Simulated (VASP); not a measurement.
Write the native input for VASP 6.6.1 that does the following.

* Task: single point
* Functional: PBE
* Dispersion: D3(BJ)
* Potentials or basis: VASP PAW PBE potentials, release 64 (P)
* Cutoff: 520 eV
* k mesh: 8 × 8 × 8
* Occupations: gaussian, width 0.05 eV
* Spin: no spin polarisation
* Dipole correction: no
* Further INCAR settings: ALGO = Normal; EDIFF = 1e-06; NBANDS = 12

The structure of P lies in POSCAR:

```
P
1.0
    1.7153142820      0.9903371624      2.9075897877
   -1.7153142820      0.9903371624      2.9075897877
    0.0000000000     -1.9806743249      2.9075897878
P
2
Direct
    0.2340806337      0.2340806337      0.2340806337
    0.7659193663      0.7659193663      0.7659193663
```

This isn't the form of P at room conditions, which is orthorhombic.

The input as run:

INCAR

```
PREC = Accurate ; ENCUT = 520
EDIFF = 1E-6 ; ISMEAR = 0
SIGMA = 0.05 ; LREAL = False
LASPH = True ; NELM = 100
ALGO = Normal ; ISIF = 2
LWAVE = False ; LCHARG = False
GGA = PE ; IVDW = 12
NBANDS = 12
```

KPOINTS

```
Automatic mesh
0
Gamma
  8 8 8
```

Potentials or basis: VASP PAW PBE potentials, release 64 (P).

Launch:

```console
$ cat potpaw_PBE.64/P/POTCAR > POTCAR
$ mpirun -np 1 vasp_std > vasp.out
```

It gave:

- Pressure: -0.4 GPa
- Largest force: 0.072 eV/Å
- Band gap on the k mesh: none (metal or under the smearing width)
- Dispersion energy per atom: -0.477 eV

Caveat: pairwise dispersion overbinds metals, which lowers pressure and volume.

Run time: 9.5 s on 1 thread of Intel(R) Xeon(R) 6975P-C (Granite Rapids) (shared host), peak memory 0.16 GiB.
